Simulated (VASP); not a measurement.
VASP 6.6.1 run: SrO

INCAR

```
ISMEAR = -1
LCHARG = .FALSE.
GGA = PE
ENCUT = 200
NSW = 0
IBRION = -1
LREAL = .FALSE.
SIGMA = 0.02
NBANDS = 15
LASPH = .TRUE.
EDIFF = 1E-7
LWAVE = .FALSE.
NELM = 120
PREC = Accurate
ISIF = 2
```

KPOINTS

```
KPOINTS created by Atomic Simulation Environment
0
Gamma
3 3 3
0 0 0
```

POSCAR

```
Sr O
 1.0000000000000000
     0.0000000000000000    2.4274210572000001    2.5798927167999999
     2.4274210572000001    0.0000000000000000    2.5798927167999999
     2.4274210572000001    2.4274210572000001    0.0000000000000000
 Sr  O
   1   1
Cartesian
  2.4274210572000001  2.4274210572000001  2.5798927167999999
  0.0000000000000000  0.0000000000000000  0.0000000000000000
```

The recommended PBE PAW datasets give the neutral cell 16 valence electrons.

Command

```
mpirun -np 1 vasp_std
```

OSZICAR

```
N       E                     dE             d eps       ncg     rms          rms(c)
DAV:   1     0.237877254803E+02    0.23788E+02   -0.44222E+03   196   0.488E+02
DAV:   2    -0.122162389553E+02   -0.36004E+02   -0.33780E+02   261   0.129E+02
DAV:   3    -0.131318323522E+02   -0.91559E+00   -0.91435E+00   244   0.179E+01
DAV:   4    -0.131492796154E+02   -0.17447E-01   -0.17447E-01   209   0.205E+00
DAV:   5    -0.131498194926E+02   -0.53988E-03   -0.53988E-03   251   0.312E-01    0.250E+01
DAV:   6    -0.123533444561E+02    0.79648E+00   -0.34050E-01   209   0.603E+00    0.184E+01
DAV:   7    -0.121603246162E+02    0.19302E+00   -0.11595E-01   229   0.308E+00    0.435E+00
DAV:   8    -0.121582261317E+02    0.20985E-02   -0.25485E-02   262   0.114E+00    0.413E-01
DAV:   9    -0.121591370194E+02   -0.91089E-03   -0.96374E-04   208   0.215E-01    0.127E-01
DAV:  10    -0.121594233667E+02   -0.28635E-03   -0.20268E-04   187   0.115E-01    0.562E-02
DAV:  11    -0.121594798733E+02   -0.56507E-04   -0.91203E-05   208   0.692E-02    0.184E-02
DAV:  12    -0.121594804639E+02   -0.59063E-06   -0.41477E-06   229   0.217E-02    0.599E-03
DAV:  13    -0.121594808404E+02   -0.37654E-06   -0.10778E-06   201   0.880E-03    0.220E-03
DAV:  14    -0.121594812230E+02   -0.38258E-06   -0.67336E-08   167   0.199E-03    0.536E-04
DAV:  15    -0.121594812004E+02    0.22666E-07   -0.11278E-08    97   0.723E-04
   1 F= -.12159481E+02 E0= -.12159481E+02  d E =-.932477E-13
```

Standard output (part)

```
POSCAR found type information on POSCAR SrO
 POSCAR found :  2 types and       2 ions
 LDA part: xc-table for (Slater+PW92), standard interpolation
 POSCAR, INCAR and KPOINTS ok, starting setup
 WAVECAR not read
 entering main loop
```

From OUTCAR

```
k-points           NKPTS =      6   k-points in BZ     NKDIM =      6   number of bands    NBANDS=     15

   NELECT =      16.0000    total number of electrons

   dimension x,y,z NGX =    16 NGY =   16 NGZ =   16
   dimension x,y,z NGXF=    32 NGYF=   32 NGZF=   32

  energy-cutoff  :      200.00
  volume of cell :       30.40
      direct lattice vectors                 reciprocal lattice vectors
     0.000000000  2.427421057  2.579892717    -0.205979922  0.205979922  0.193806509
     2.427421057  0.000000000  2.579892717     0.205979922 -0.205979922  0.193806509
     2.427421057  2.427421057  0.000000000     0.205979922  0.205979922 -0.193806509

 k-points in reciprocal lattice and weights: KPOINTS created by Atomic Simulation Env
   0.00000000  0.00000000  0.00000000       0.037
   0.33333333 -0.00000000  0.00000000       0.296
   0.33333333  0.33333333  0.00000000       0.074
  -0.33333333  0.33333333  0.00000000       0.148
   0.33333333  0.00000000  0.33333333       0.148
  -0.33333333  0.00000000  0.33333333       0.296

 E-fermi :   3.1270

 k-point     1 :       0.0000    0.0000    0.0000
  band No.  band energies     occupation
      1     -29.7565      2.00000
      2     -14.0854      2.00000
      3     -11.2657      2.00000
      4     -11.2242      2.00000
      5     -11.2242      2.00000
      6       2.4421      2.00000
      7       2.5763      2.00000
      8       2.5764      2.00000
      9       6.8123      0.00000
     10       8.4132      0.00000
     11       8.9476      0.00000
     12       8.9476      0.00000
     13      10.9259      0.00000
     14      11.6504      0.00000
     15      15.6797      0.00000

 k-point     2 :       0.3333   -0.0000    0.0000
  band No.  band energies     occupation
      1     -29.5849      2.00000
      2     -15.1940      2.00000
      3     -11.4048      2.00000
      4     -11.2420      2.00000
      5     -10.6144      2.00000
      6       0.1708      2.00000
      7       1.1460      2.00000
      8       1.1941      2.00000
      9       8.9336      0.00000
     10      10.3688      0.00000
     11      10.8807      0.00000
     12      10.9569      0.00000
     13      13.6654      0.00000
     14      14.5462      0.00000
     15      19.4529      0.00000

 k-point     3 :       0.3333    0.3333    0.0000
  band No.  band energies     occupation
      1     -29.5652      2.00000
      2     -14.5337      2.00000
      3     -11.8433      2.00000
      4     -11.5547      2.00000
      5     -11.5547      2.00000
      6       0.8206      2.00000
      7       2.1809      2.00000
      8       2.1809      2.00000
      9       6.1452      0.00000
     10      10.1563      0.00000
     11      12.6492      0.00000
     12      12.6492      0.00000
     13      12.8129      0.00000
     14      13.3073      0.00000
     15      20.2253      0.00000

 k-point     4 :      -0.3333    0.3333    0.0000
  band No.  band energies     occupation
      1     -29.4873      2.00000
      2     -15.0445      2.00000
      3     -12.2136      2.00000
      4     -11.4130      2.00000
      5     -10.8464      2.00000
      6       0.7969      2.00000
      7       1.3665      2.00000
      8       1.5379      2.00000
      9       8.6126      0.00000
     10      10.2061      0.00000
     11      11.7834      0.00000
     12      12.6869      0.00000
     13      15.2690      0.00000
     14      16.7734      0.00000
     15      18.3672      0.00000

 ...

  Total      -15.6305628    -15.6305628    -17.3206356      0.0000000     -0.0000000     -0.0000000
  in kB     -823.6891157   -823.6891157   -912.7514581      0.0000000     -0.0000000     -0.0000000
  external PRESSURE =    -853.3765631 kB  Pullay stress =       0.0000000 kB

 POSITION                                       TOTAL-FORCE (eV/Angst)
 -----------------------------------------------------------------------------------
      2.42742      2.42742      2.57989         0.000000     -0.000000      0.000000
      0.00000      0.00000      0.00000        -0.000000      0.000000     -0.000000
 -----------------------------------------------------------------------------------
    total drift:                                0.000000      0.000000      0.000000

  FREE ENERGIE OF THE ION-ELECTRON SYSTEM (eV)
  ---------------------------------------------------
  free  energy   TOTEN  =       -12.1594812004 eV

  energy  without entropy=      -12.1594812004  energy(sigma->0) =      -12.15948120
```

It converged. Results: gap between bands v and c on the k mesh 3.45 eV; least direct gap on the k mesh 3.94 eV; pressure -85.3 GPa. Band v is the last that the valence electrons fill when counted band by band, and c is the next.

These settings aren't sound, so the numbers aren't properties of the crystal.

On sound settings PBE gives a gap of 2.95 eV on its mesh and a pressure of 18.6 GPa for the intended cell.

The run took about 3.2 s on one core of a shared host (Intel Xeon Platinum 8488C) and held 0.11 GiB at most.
